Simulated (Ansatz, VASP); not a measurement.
**Na: VASP beside Ansatz**

```
CELL_PARAMETERS angstrom
-2.15518 2.15518 2.15518
2.15518 -2.15518 2.15518
2.15518 2.15518 -2.15518
ATOMIC_POSITIONS crystal
Na 0.00000 0.00000 0.00000
```

Alike in both runs: task single point; functional PBEsol; k mesh 9 × 9 × 9; occupations fermi-dirac, width 0.05 eV; no spin polarisation.

|  | VASP | Ansatz |
| --- | --- | --- |
| version | VASP 6.6.1 | Ansatz 0.2.0 |
| potentials or method | VASP PAW PBE potentials, release 64 (Na_pv) | Ansatz PAW |
| plane-wave cutoff (eV) | 520 | 420 |
| valence electrons in the cell | 7 | 9 |

```csv
,VASP,Ansatz,Ansatz less VASP
gap on the k mesh at the Fermi level (eV),none,none,-
pressure (GPa),-0.7,-0.7,+0.02
```

A gap of «none» marks a metal or a gap that the smearing closes. The two sets of potentials don't hold the same shells in valence.

Caveats: the PAW data sets were made with another functional, which shifts forces and pressure a little (VASP); the PAW data sets come from PBE, with cores solved anew for the run's functional, which leaves a small shift of forces and pressure (Ansatz).
